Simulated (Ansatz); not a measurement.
Start from InN in the wurtzite structure (space group P6_3mc, No. 186; a = 3.537 Å, c = 5.714 Å). Axes: x lies along a and z along c of the hexagonal cell.

The values are results of DFT with PBEsol, PAW potentials and a 420 eV plane-wave cutoff in Ansatz (a program for electronic structure), without spin-orbit coupling, not measurements.

Base values:

The shortest interatomic distance comes out as 215.6 pm and the pressure is 0.0 GPa. The band gap comes out as zero.

Perturbation: uniaxial strain ε_yy = +1.41 %, all other strain components held at zero, atoms relaxed at fixed cell.

What does the calculation give for the shortest interatomic distance after the change?

The shortest interatomic distance rises by 1.0 pm to 216.6 pm.

Estimate the effect on the energy relative to the base.

The energy goes up by 2.0 meV/atom.

How does this affect the pressure?

The pressure (mean of the normal stresses, compression positive) goes from zero to -1.9 GPa.

Predict the new band gap.

The band gap stays zero.

Whether these cells are dynamically stable was not tested. All final runs are without spin polarisation. Gaps under 0.05 eV, about the width of the smearing, are given as zero. A zero or small gap of InN can be the functional's error rather than a property of the material.
